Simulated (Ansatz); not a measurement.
MgO:

```
CELL_PARAMETERS angstrom
3.48638 0.00000 0.00000
-1.74319 3.01929 0.00000
0.00000 0.00000 4.17804
ATOMIC_POSITIONS crystal
Mg 0.33333 0.66667 0.25000
Mg 0.66667 0.33333 0.75000
O 0.33333 0.66667 0.75000
O 0.66667 0.33333 0.25000
```

Measurements of this composition are mostly on another form, of space group No. 225.

| Quantity | Value |
| --- | --- |
| Program | Ansatz 0.2.0 |
| Task | single point |
| Functional | PBE |
| Potentials or basis | Ansatz PAW |
| Cutoff | 420 eV (not typed: the program's choice for these potentials) |
| k mesh | 9 × 9 × 7 |
| Occupations | fermi-dirac, width 0.05 eV |
| Spin | no spin polarisation |

On this cell: pressure 4.5 GPa; largest force under 0.003 eV/Å; band gap on the k mesh 3.46 eV, direct.

The same run follows on a disturbed copy (atoms moved at random, drawn with an rms of 0.05 Å):

```xyz
4
Lattice="3.4864 0.0000 0.0000 -1.7432 3.0193 0.0000 0.0000 0.0000 4.1780" Properties=species:S:1:pos:R:3 pbc="T T T"
Mg   -0.0448    2.0038    1.1203
Mg    1.7764    0.9846    3.0845
O     0.0163    2.0267    3.0943
O     1.7742    0.9883    1.0595
```

Problem. What does the disturbed cell give?

Solution. The energy moves by +29.6 meV/atom; pressure 5.9 GPa; largest force 1.406 eV/Å; band gap on the k mesh 3.46 eV, direct.

Forces on the atoms (eV/Å):
```
Mg   0.741  0.044 -1.195
Mg  -0.224  0.289  0.878
O    0.042 -0.371  0.753
O   -0.559  0.037 -0.436
```

Stress tensor (GPa, compression positive):
```
 3.50  2.75 -0.01
 2.75  6.17 -0.02
-0.01 -0.02  8.06
```

Caveats: odd divisions of the mesh miss points on the zone boundary, where band edges often lie, so the gap on the mesh can be too wide.

A k mesh can miss the band edges.
